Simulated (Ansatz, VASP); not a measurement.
NaCl: VASP beside Ansatz

Contents of INCAR:

```
PREC     = Accurate       # precision mode
ENCUT    = 520            # plane-wave cutoff, eV
EDIFF    = 1E-6           # SCF threshold, eV
ISMEAR   = 0              # smearing method
SIGMA    = 0.05           # smearing width, eV
LREAL    = False          # projectors in reciprocal space
LASPH    = True           # aspherical terms in the spheres
NELM     = 80             # most SCF steps
ALGO     = Normal         # electronic algorithm
ISIF     = 2              # what is computed and relaxed
LWAVE    = False          # write WAVECAR
LCHARG   = False          # write CHGCAR
GGA      = PS             # functional
NBANDS   = 14             # bands
```

KPOINTS

```
Automatic mesh
0
Gamma
  10 10 10
```

Contents of POSCAR:

```
NaCl
1.0
    3.0288348823      0.0000000000      0.0000000000
    0.0000000000      3.0288348823      0.0000000000
    0.0000000000      0.0000000000      3.0288348823
Na Cl
1 1
Direct
    0.0000000000      0.0000000000      0.0000000000
    0.5000000000      0.5000000000      0.5000000000
```

Input for Ansatz:

```yaml
crystal:
  lattice:
    - [3.0288348823, 0.0, 0.0]
    - [0.0, 3.0288348823, 0.0]
    - [0.0, 0.0, 3.0288348823]
  atoms:
    - { symbol: Na, position: [0.0, 0.0, 0.0] }
    - { symbol: Cl, position: [0.5, 0.5, 0.5] }
basis:
  ecutwfc: 420
  ecutrho_ratio: 4
kpoints:
  mp_grid: { grid: [10, 10, 10] }
hamiltonian:
  xc: pbesol
scf:
  occupations: { method: gaussian, width: 0.05 }
output:
  forces: true
  stress: true
  eigenvalues: true
```

Alike in both runs: task single point; functional PBEsol; k mesh 10 × 10 × 10; occupations gaussian, width 0.05 eV; no spin polarisation.

```csv
,VASP,Ansatz
version,VASP 6.6.1,Ansatz 0.2.0
potentials or method,"VASP PAW PBE potentials, release 64 (Na_pv, Cl)","scalar-relativistic, plane waves, PAW"
plane-wave cutoff (eV),520,420
valence electrons in the cell,14,16
```

|  | VASP | Ansatz | Ansatz less VASP |
| --- | --- | --- | --- |
| gap on the k mesh at the Fermi level (eV) | 4.79 | 4.75 | -0.040 |
| least direct gap on the mesh (eV) | 4.79 | 4.75 | -0.040 |
| pressure (GPa) | 27.9 | 27.6 | -0.27 |

The two sets of potentials don't hold the same shells in valence.

Caveats: so large a pressure means that the cell lies far from this level's equilibrium, or that cutoff or potentials fall short (VASP); the potentials were made for another functional, which shifts forces and pressure (VASP). A k mesh can miss the band edges.
